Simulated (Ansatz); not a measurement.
# TaS2 (P-3m1) in Ansatz: a series of runs

One crystal, TaS2, is run at these levels: PBEsol; tasks: relaxation of cell and atoms.

Everything below comes from runs of Ansatz 0.2.0. Logs are shortened: lines on timing, memory, paths and dates and some standing lists are left out, and cuts for length are marked.

## (1) The structure

The structure is trigonal, space group P-3m1 (No. 164). The conventional cell has a = 3.350 Å, b = 3.350 Å, c = 5.860 Å, α = 90.00°, β = 90.00°, γ = 120.00°. Around Ta (site symmetry -3m) lie 6 S at 2.43 Å. S (site symmetry 3m) has 3 Ta at 2.43 Å as nearest neighbours.

## (2) Relaxation of cell and atoms, PBEsol

Contents of input.yaml:

```yaml
crystal:
  lattice:
    - [3.35, 0.0, 0.0]
    - [-1.675, 2.9011851027, 0.0]
    - [0.0, 0.0, 5.86]
  atoms:
    - { symbol: Ta, position: [0.0, 0.0, 0.0] }
    - { symbol: S, position: [0.6666666667, 0.3333333333, 0.75] }
    - { symbol: S, position: [0.3333333333, 0.6666666667, 0.25] }
kpoints:
  mp_grid: { grid: [9, 9, 5] }
scf:
  occupations: { method: fermi_dirac, width: 0.05 }
hamiltonian:
  xc: pbesol
  pseudopotentials: { kind: all_electron, lapw: { basis_error: 0.002 } }
output:
  forces: true
  stress: true
relax:
  f_tol: 0.01
  max_steps: 60
  cell: {}
```

Potentials or basis: all-electron LAPW, scalar-relativistic.

On the command line:

```bash
ansatz run input.yaml --threads 2 --pin off --max-ram 8192MiB --backend cpu --events-out ev --progress --plain --runs-dir out
```

Output:

```text
Warning: RAYON_NUM_THREADS=2 ignored (pool sized by the plan → 2); use --threads N
The last accepted step is kept in <dir> (removed where the run ends without a failure and the disk answers)
LAPW: plane waves up to 8.577 Å⁻¹, error target 2.0e-3 eV per atom; small_component_spin mean_spin; S in spheres of 1.001 Å, 14 of its electrons in bands, Dirac shells []; Ta in spheres of 1.352 Å, 43 of its electrons in bands, Dirac shells [] (how accurate: hamiltonian.pseudopotentials.lapw.basis_error, Limitations)
Engine: ansatz 0.2.0, aarch64-unknown-linux-gnu
Pseudopotentials: kind: all_electron
Pseudopotential: Ta, LAPW, valence charge 43, lapw/all_electron/scalar/gaussian/Ta, Koelling and Harmon's equation, gaussian nucleus
Pseudopotential: S, LAPW, valence charge 14, lapw/all_electron/scalar/gaussian/S, Koelling and Harmon's equation, gaussian nucleus
Functional definition: PBEsol
  exchange = pbesol_x
  correlation = pbesol_c
Crystal: 3 atoms, lattice volume = 56.953 Å³
Basis set: ecut = 280.3011245884153 eV, 597 PW (Γ), exchange–correlation at level 2
Bands: 43, of which v1, the nominal top of the filled ones, is band 36 counted from 1 (35 counted from 0)
Symmetry: 12 space group operations
Space group: P-3m1 (ITA 164), of the structure as read, at distance tolerance 3.8e-5 Å
k-points: 50 of 405
Non-local potential: Ta, projectors of the file, none
Non-local potential: S, projectors of the file, none
Initial density: superposition of atomic densities (chi_scale 0.1, normalization cell, long waves kept (reshape's long-wave potential 0.18 eV rms))
Initial wavefunctions: plane waves of lowest kinetic energy (no species holds an atomic orbital)
Functional: x = pbesol(κ = 0.804, μ = 0.12345679012345678), c = pbesol(β = 0.046)
iter 1 solved again at ethr=1.86e-3 eV; its pass at ethr=1.00e-1 eV (dr2=1.32e0 eV) is discarded
SCF iter   1: F=—  HF=-446138.179471 eV  |F-HF|=—  |Δ(HF+E_count)|=         —  Δρ=4.37e-2  dr2=1.32e0  ethr=1.86e-3  ⟨swp⟩=2.0  Hψ=14001  notcnv=0
preconditioner: auto → LDOS  [metal: Δε(μ)=0.048 eV  Ē_g=16.913 eV  σ=0.050 eV  W_gap=0.23  n_scr=22 (ndim 8)  ℏωp=27.4 eV  f_vac=0.130  D(μ)=1.33/eV (n_scr^D=2)  β→1.0]
SCF iter   2: F=—  HF=-446137.855743 eV  |F-HF|=—  |Δ(HF+E_count)|=   3.24e-1  Δρ=2.36e-2  dr2=3.64e-1  ethr=1.86e-3  ⟨swp⟩=3.0  Hψ=7070  notcnv=0
iter 3 solved again at ethr=4.19e-5 eV; its pass at ethr=5.12e-4 eV (dr2=2.97e-2 eV) is discarded
SCF iter   3: F=—  HF=-446137.679229 eV  |F-HF|=—  |Δ(HF+E_count)|=   1.77e-1  Δρ=6.27e-3  dr2=2.97e-2  ethr=4.19e-5  ⟨swp⟩=2.0  Hψ=11459  notcnv=0
SCF iter   4: F=—  HF=-446137.637399 eV  |F-HF|=—  |Δ(HF+E_count)|=         —  Δρ=3.11e-3  dr2=6.28e-3  ethr=4.19e-5  ⟨swp⟩=2.0  Hψ=6118  notcnv=0
the basis was enlarged: its passes take 33.5 KiB over the memory plan, 2 of 2 planned eigensolver slots
SCF iter   5: F=—  HF=-446137.632470 eV  |F-HF|=—  |Δ(HF+E_count)|=   4.93e-3  Δρ=8.07e-4  dr2=3.71e-4  ethr=8.85e-6  ⟨swp⟩=2.1  Hψ=6100  notcnv=0
SCF iter   6: F=—  HF=-446137.632420 eV  |F-HF|=—  |Δ(HF+E_count)|=   4.92e-5  Δρ=1.76e-4  dr2=1.63e-5  ethr=5.23e-7  ⟨swp⟩=2.0  Hψ=6094  notcnv=0
[... 42 lines left out ...]
SCF iter   4: F=—  HF=-446137.697757 eV  |F-HF|=—  |Δ(HF+E_count)|=   1.45e-7  Δρ=1.46e-5  dr2=2.14e-7  ethr=3.69e-9  ⟨swp⟩=2.2  Hψ=6107  notcnv=0
SCF iter   5: F=-446137.697756 eV  HF=-446137.697756 eV  |F-HF|=9.55e-9  |Δ(HF+E_count)|=   6.34e-7  Δρ=6.13e-6  dr2=1.40e-8  ethr=3.01e-10  ⟨swp⟩=2.0  Hψ=6094  notcnv=0
SCF 4 converged in 5 iterations: F = -446137.697756 eV  dr2 = 1.40e-8
relax step   4: F+E_penalty+E_count = -446137.69775627 eV  Δ(F+E_penalty+E_count) = -7.470e-4 eV  max|allowed force component| = 9.183e-3 eV/Å  Δτ_max = 0.0032 Å  P = +0.004 GPa  Ω = 56.607 Å³  (5 SCF iters, accepted)
Basis set: ecut = 281.44219389958937 eV, 623 PW (Γ), exchange–correlation at level 2
iter 1 solved again at ethr=2.48e-11 eV; its pass at ethr=1.00e-1 eV (dr2=1.76e-8 eV) is discarded
SCF iter   1: F=—  HF=-446137.697785 eV  |F-HF|=—  |Δ(HF+E_count)|=         —  Δρ=9.36e-6  dr2=1.58e-8  ethr=2.48e-11  ⟨swp⟩=6.9  Hψ=18017  notcnv=0  reapply=48
preconditioner: auto → LDOS  [metal: Δε(μ)=0.041 eV  Ē_g=17.166 eV  σ=0.050 eV  W_gap=0.20  n_scr=22 (ndim 8)  ℏωp=27.5 eV  f_vac=0.138  D(μ)=1.55/eV (n_scr^D=10)  β→1.0]
SCF iter   2: F=-446137.697785 eV  HF=-446137.697786 eV  |F-HF|=5.79e-8  |Δ(HF+E_count)|=   2.33e-7  Δρ=1.71e-6  dr2=3.14e-9  ethr=2.22e-11  ⟨swp⟩=3.0  Hψ=6520  notcnv=0
SCF 5 converged in 2 iterations: F = -446137.697785 eV  dr2 = 3.14e-9
relax step   5: F+E_penalty+E_count = -446137.69778547 eV  Δ(F+E_penalty+E_count) = -2.921e-5 eV  max|allowed force component| = 9.258e-3 eV/Å  Δτ_max = 0.0000 Å  P = +0.004 GPa  Ω = 56.607 Å³  stress off target by 1.08e-2 GPa  SCF on the basis re-selected at this cell (its energy is not comparable with the rows above)  (2 SCF iters)
basis re-selected at this cell: Δ(F+E_penalty+E_count) = -2.921e-5 eV, ΔP = -0.000 GPa vs the last step (what re-selecting the basis moved, after the strain that the cell walked since its last selection, with what the two solves' SCF thresholds leave and, on support functions, any second-order correction that the steps lacked; it is no measure of the basis error at this ecutwfc). The dense FFT grid was sized anew with the basis: this SCF ran on 20×20×36 points, the steps before it on 20×20×32, so part of this shift can come from that change (see relax.cell in the input reference). This SCF's stress stands 1.08e-2 GPa from its target on what of the cell is left free (relax.cell.stress_tol is 5.00e-2 GPa) and its largest allowed force component is 9.26e-3 eV/Å (relax.f_tol is 1.00e-2 eV/Å): within both
SCF converged after 2 iterations
Free energy (F): -446137.697785 eV
Harris-Foulkes:  -446137.697786 eV  (|F-HF|=5.79e-8)
Internal energy: -446137.685553 eV  (E = F + TS)
E sigma→0 (E₀):  -446137.691669 eV
Entropy (-TS):   -0.012232 eV (-4.077 meV/atom)
Fermi energy:    13.163063 eV
--- Per-component energies (eV) ---
  E_band       = -6974.352126
  E_kinetic    = 495537.155159
  E_xc         = -9857.771752
  E_electrostatic = -931817.068960  (all electrons and nuclei)
  E_smearing   = -0.012232  (= −TS)
  E_closure    = 0.000000  (closes the sum)
  E_atoms      = -446115.236460  (free atoms, spherical and without spin; not in F)
  Σ components = -446137.697785   (vs F -446137.697785, Δ=0.00e0)
  Basis errors (estimates in eV, not in F): energy 9.2e-4 per atom: plane waves 8.5e-4 (5.0e-4 summed), levels above the bands 4.4e-62, relativity 5.9e-8, radial functions 6.5e-5, core shells 8.5e-8; eigenvalues (radial functions only) 1.0e-6; not estimated: angular momenta, meshes, grids; target (lapw.basis_error) 2.0e-3; muffin-tin radii S 0.999 Å, Ta 1.349 Å
--- Forces (eV/Å), atoms counted from 1 ---
  atom   1  Ta     0.00000000    -0.00000000     0.00000000
  atom   2  S     -0.00000000    -0.00000000     0.00925812
  atom   3  S      0.00000000     0.00000000    -0.00925812
  max |Σ_I F_I| component: 2.31e-18 eV/Å
--- Stress (GPa, compression-positive) ---
        0.010799      -0.000000      -0.000000
       -0.000000       0.010799       0.000000
       -0.000000       0.000000      -0.009383
  P = ⅓ Tr σ = 0.0041 GPa (0.041 kbar)
--- Relaxed structure (4 steps of the walk, 3 accepted, 1 SCFs on fresh bases) ---
  F+E_penalty+E_count = -446137.69778547 eV   max|allowed force component| = 9.258e-3 eV/Å   (the final SCF, on the basis selected at the relaxed cell)
  cell:  # Å, volume = 56.6072 Å³
    - [3.319254763147588, -2.235895020181694e-34, 1.2069148445126476e-18]
    - [-1.659627381573794, 2.8745589465183112, -6.034574222563246e-19]
    - [2.1112002951692944e-18, -4.693377248315733e-33, 5.932797222032518]
  atoms:
    - { symbol: Ta, position: [2.523983616559542e-34, -1.1801644278109087e-34, -1.8546030753437107e-68] }
    - { symbol: S, position: [0.6666666666666665, 0.3333333333333333, 0.7403641502160418] }
    - { symbol: S, position: [0.3333333333333333, 0.6666666666666666, 0.25963584978395815] }
```

Run time: 56 s. Hardware: 2 threads of Arm Neoverse V1, shared host; peak memory 0.46 GiB.

What came out:

- Free energy: -446137.6978 eV
- Relaxed volume: 18.87 Å³/atom
- Relaxed cell: a = 3.319 Å, b = 3.319 Å, c = 5.933 Å, α = 90.00°, β = 90.00°, γ = 120.00°
- Space group after relaxing (to 0.05 Å): P-3m1 (No. 164)
- Energy gained by relaxing: 21.8 meV/atom
- Ionic steps: 4
- Pressure after relaxing: 0.0 GPa
- Largest force after relaxing: 0.009 eV/Å

Forces in eV/Å, atoms in the order of the input:
```
Ta   0.000  0.000  0.000
S    0.000  0.000  0.009
S    0.000  0.000 -0.009
```

Step by step:
| step | energy change (eV) | largest force (eV/Å) | volume (Å³) |
| --- | --- | --- | --- |
| 1 | 0.0000 | 0.9879 | 56.95 |
| 2 | -0.0646 | 0.0068 | 56.64 |
| 3 | -0.0653 | 0.0092 | 56.61 |
| 4 | -0.0654 | 0.0093 | 56.61 |

Final structure:
```xyz
3
Lattice="3.3193 0.0000 0.0000 -1.6596 2.8746 0.0000 0.0000 0.0000 5.9328" Properties=species:S:1:pos:R:3 pbc="T T T"
Ta    0.0000    0.0000    0.0000
S     1.6596    0.9582    4.3924
S     0.0000    1.9164    1.5404
```

Caveat: this functional lacks dispersion, which binds the layers, so the pressure and a relaxed spacing across them are unreliable. Spin-orbit coupling is left out, which matters for the levels of Ta.

## (3) Relaxation of cell and atoms, PBEsol, target pressure 5 GPa, at which the enthalpy is minimised

input.yaml, as its differences from that of step 2:

```diff
@@ -22,2 +22,2 @@
   max_steps: 60
-  cell: {}
+  cell: { p_target: 5 }
```

Potentials or basis: all-electron LAPW, scalar-relativistic.

On the command line:

```bash
ansatz run input.yaml --threads 2 --pin off --max-ram 8192MiB --backend cpu --events-out ev --progress --plain --runs-dir out
```

Output:

```text
Warning: RAYON_NUM_THREADS=2 ignored (pool sized by the plan → 2); use --threads N
The last accepted step is kept in <dir> (removed where the run ends without a failure and the disk answers)
LAPW: plane waves up to 8.577 Å⁻¹, error target 2.0e-3 eV per atom; small_component_spin mean_spin; S in spheres of 1.001 Å, 14 of its electrons in bands, Dirac shells []; Ta in spheres of 1.352 Å, 43 of its electrons in bands, Dirac shells [] (how accurate: hamiltonian.pseudopotentials.lapw.basis_error, Limitations)
Engine: ansatz 0.2.0, aarch64-unknown-linux-gnu
Pseudopotentials: kind: all_electron
Pseudopotential: Ta, LAPW, valence charge 43, lapw/all_electron/scalar/gaussian/Ta, Koelling and Harmon's equation, gaussian nucleus
Pseudopotential: S, LAPW, valence charge 14, lapw/all_electron/scalar/gaussian/S, Koelling and Harmon's equation, gaussian nucleus
Functional definition: PBEsol
  exchange = pbesol_x
  correlation = pbesol_c
Crystal: 3 atoms, lattice volume = 56.953 Å³
Basis set: ecut = 280.3011245884153 eV, 597 PW (Γ), exchange–correlation at level 2
Bands: 43, of which v1, the nominal top of the filled ones, is band 36 counted from 1 (35 counted from 0)
Symmetry: 12 space group operations
Space group: P-3m1 (ITA 164), of the structure as read, at distance tolerance 3.8e-5 Å
k-points: 50 of 405
Non-local potential: Ta, projectors of the file, none
Non-local potential: S, projectors of the file, none
Initial density: superposition of atomic densities (chi_scale 0.1, normalization cell, long waves kept (reshape's long-wave potential 0.18 eV rms))
Initial wavefunctions: plane waves of lowest kinetic energy (no species holds an atomic orbital)
Functional: x = pbesol(κ = 0.804, μ = 0.12345679012345678), c = pbesol(β = 0.046)
iter 1 solved again at ethr=1.86e-3 eV; its pass at ethr=1.00e-1 eV (dr2=1.32e0 eV) is discarded
SCF iter   1: F=—  HF=-446138.179471 eV  |F-HF|=—  |Δ(HF+E_count)|=         —  Δρ=4.37e-2  dr2=1.32e0  ethr=1.86e-3  ⟨swp⟩=2.0  Hψ=14001  notcnv=0
preconditioner: auto → LDOS  [metal: Δε(μ)=0.048 eV  Ē_g=16.913 eV  σ=0.050 eV  W_gap=0.23  n_scr=22 (ndim 8)  ℏωp=27.4 eV  f_vac=0.130  D(μ)=1.33/eV (n_scr^D=2)  β→1.0]
SCF iter   2: F=—  HF=-446137.855743 eV  |F-HF|=—  |Δ(HF+E_count)|=   3.24e-1  Δρ=2.36e-2  dr2=3.64e-1  ethr=1.86e-3  ⟨swp⟩=3.0  Hψ=7070  notcnv=0
iter 3 solved again at ethr=4.19e-5 eV; its pass at ethr=5.12e-4 eV (dr2=2.97e-2 eV) is discarded
SCF iter   3: F=—  HF=-446137.679229 eV  |F-HF|=—  |Δ(HF+E_count)|=   1.77e-1  Δρ=6.27e-3  dr2=2.97e-2  ethr=4.19e-5  ⟨swp⟩=2.0  Hψ=11459  notcnv=0
SCF iter   4: F=—  HF=-446137.637399 eV  |F-HF|=—  |Δ(HF+E_count)|=         —  Δρ=3.11e-3  dr2=6.28e-3  ethr=4.19e-5  ⟨swp⟩=2.0  Hψ=6118  notcnv=0
the basis was enlarged: its passes take 33.5 KiB over the memory plan, 2 of 2 planned eigensolver slots
SCF iter   5: F=—  HF=-446137.632470 eV  |F-HF|=—  |Δ(HF+E_count)|=   4.93e-3  Δρ=8.07e-4  dr2=3.71e-4  ethr=8.85e-6  ⟨swp⟩=2.1  Hψ=6100  notcnv=0
[... 63 lines left out ...]
SCF iter   2: F=-446137.629305 eV  HF=-446137.629305 eV  |F-HF|=2.27e-9  |Δ(HF+E_count)|=   2.64e-7  Δρ=7.42e-7  dr2=2.30e-10  ethr=7.60e-12 (applied; sched 1.00e-12)  ⟨swp⟩=2.0  Hψ=10864  notcnv=0
SCF 6 converged in 2 iterations: F = -446137.629305 eV  dr2 = 2.30e-10
relax step   6: F+E_penalty+E_count = -446137.62930451 eV  Δ(F+E_penalty+E_count) = -1.539e-5 eV  max|allowed force component| = 1.312e-3 eV/Å  Δτ_max = 0.0000 Å  P = +4.988 GPa  Ω = 51.333 Å³  stress off target by 1.30e-2 GPa  SCF on the basis re-selected at this cell (its energy is not comparable with the rows above)  (2 SCF iters)
basis re-selected at this cell: Δ(F+E_penalty+E_count) = -1.539e-5 eV, ΔP = -0.000 GPa vs the last step (what re-selecting the basis moved, after the strain that the cell walked since its last selection, with what the two solves' SCF thresholds leave and, on support functions, any second-order correction that the steps lacked; it is no measure of the basis error at this ecutwfc). This SCF's stress stands 1.30e-2 GPa from its target on what of the cell is left free (relax.cell.stress_tol is 5.00e-2 GPa) and its largest allowed force component is 1.31e-3 eV/Å (relax.f_tol is 1.00e-2 eV/Å): within both
SCF converged after 2 iterations
Free energy (F): -446137.629305 eV
Harris-Foulkes:  -446137.629305 eV  (|F-HF|=2.27e-9)
Internal energy: -446137.619446 eV  (E = F + TS)
E sigma→0 (E₀):  -446137.624375 eV
Entropy (-TS):   -0.009859 eV (-3.286 meV/atom)
Fermi energy:    15.054827 eV
--- Per-component energies (eV) ---
  E_band       = -6838.460106
  E_kinetic    = 495541.651664
  E_xc         = -9859.254505
  E_electrostatic = -931820.016604  (all electrons and nuclei)
  E_smearing   = -0.009859  (= −TS)
  E_closure    = 0.000000  (closes the sum)
  E_atoms      = -446115.236460  (free atoms, spherical and without spin; not in F)
  Σ components = -446137.629305   (vs F -446137.629305, Δ=0.00e0)
  Basis errors (estimates in eV, not in F): energy 1.1e-3 per atom: plane waves 1.0e-3 (5.9e-4 summed), levels above the bands 2.3e-64, relativity 6.2e-8, radial functions 4.7e-5, core shells 2.3e-7; eigenvalues (radial functions only) 6.2e-7; not estimated: angular momenta, meshes, grids; target (lapw.basis_error) 2.0e-3; muffin-tin radii S 0.967 Å, Ta 1.306 Å
--- Forces (eV/Å), atoms counted from 1 ---
  atom   1  Ta     0.00000000     0.00000000     0.00000000
  atom   2  S     -0.00000000     0.00000000     0.00131241
  atom   3  S      0.00000000    -0.00000000    -0.00131241
  max |Σ_I F_I| component: 5.78e-19 eV/Å
--- Stress (GPa, compression-positive) ---
        4.988671       0.000000       0.000000
        0.000000       4.988671       0.000000
        0.000000      -0.000000       4.987030
  P = ⅓ Tr σ = 4.9881 GPa (49.881 kbar)
--- Relaxed structure (5 steps of the walk, 5 accepted, 1 SCFs on fresh bases) ---
  F+E_penalty+E_count = -446137.62930451 eV   max|allowed force component| = 1.312e-3 eV/Å   (the final SCF, on the basis selected at the relaxed cell)
  cell:  # Å, volume = 51.3331 Å³
    - [3.26503960155711, -3.80102153430888e-33, -2.8460446448527494e-17]
    - [-1.632519800778555, 2.827607239310679, 1.4230223224263747e-17]
    - [-4.978454214559255e-17, 8.017852799206044e-33, 5.560198003103019]
  atoms:
    - { symbol: Ta, position: [-1.7803343880805564e-34, 9.245965939563494e-35, 1.5788154502633054e-18] }
    - { symbol: S, position: [0.6666666666666666, 0.33333333333333337, 0.7209637029042091] }
    - { symbol: S, position: [0.33333333333333337, 0.6666666666666667, 0.2790362970957908] }
```

Wall time 65 s (2 threads of Arm Neoverse V1, shared host); peak memory 0.46 GiB.

Results:

```
Free energy                                            : -446137.6293 eV
Relaxed volume                                         : 17.11 Å³/atom
Relaxed cell                                           : a = 3.265 Å, b = 3.265 Å, c = 5.560 Å, α = 90.00°, β = 90.00°, γ = 120.00°
Space group after relaxing (to 0.05 Å)                 : P-3m1 (No. 164)
Energy change on relaxing (the enthalpy is what falls) : +1.0 meV/atom
Ionic steps                                            : 6
Pressure after relaxing                                : 5.0 GPa
```

The path:
```csv
step,energy change (eV),largest force (eV/Å),volume (Å³)
1,0.0000,0.9879,56.95
2,0.0640,0.5625,50.78
3,-0.0110,0.0425,51.82
4,0.0083,0.0490,51.18
5,0.0031,0.0014,51.33
6,0.0031,0.0013,51.33
```

Final structure:
```
CELL_PARAMETERS angstrom
3.26504 0.00000 0.00000
-1.63252 2.82761 0.00000
0.00000 0.00000 5.56020
ATOMIC_POSITIONS crystal
Ta 0.00000 0.00000 0.00000
S 0.66667 0.33333 0.72096
S 0.33333 0.66667 0.27904
```

Caveat: this functional lacks dispersion, which binds the layers, so the pressure and a relaxed spacing across them are unreliable. The run has no spin-orbit coupling, so splittings on Ta are missing.
